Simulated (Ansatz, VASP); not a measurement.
Hf2Si3 in VASP and in Ansatz

```
Hf Si
1.0
     1.74273    1.00616    8.07842
    -1.74273    1.00616    8.07842
     0.00000   -2.01233    8.07842
Hf Si
2 3
Direct
  0.40000 0.40000 0.40000
  0.60000 0.60000 0.60000
  0.00000 0.00000 0.00000
  0.20950 0.20950 0.20950
  0.79050 0.79050 0.79050
```

Alike in both runs: task single point; functional PBE; k mesh 6 × 6 × 6; occupations gaussian, width 0.1 eV; no spin polarisation.

|  | VASP | Ansatz |
| --- | --- | --- |
| version | VASP 6.6.1 | Ansatz 0.2.0 |
| potentials or method | VASP PAW PBE potentials, release 64 (Hf_pv, Si) | scalar-relativistic, plane waves, PAW |
| plane-wave cutoff (eV) | 520 | 420 |
| valence electrons in the cell | 32 | 64 |

|  | VASP | Ansatz | Ansatz less VASP |
| --- | --- | --- | --- |
| gap on the k mesh at the Fermi level (eV) | none | none | - |
| pressure (GPa) | 24.0 | 23.5 | -0.51 |
| largest component of the traceless stress (GPa) | 3.39 | 3.25 | -0.137 |
| rms of the force components (eV/Å) | 1.914 | 1.884 | -0.0295 |

Atom by atom the forces differ by 0.032 eV/Å (rms over components). A gap of «none» marks a metal or a gap that the smearing closes. The functional is the same, so the differences come from potentials, cutoffs and numerics. The two sets of potentials don't hold the same shells in valence.

Caveats: so large a pressure means that the cell lies far from this level's equilibrium, or that cutoff or potentials fall short (VASP); forces of over 1 eV/Å show positions far from the minimum, so gaps and moduli don't describe the material at rest. The runs have no spin-orbit coupling, so splittings on Hf are missing.
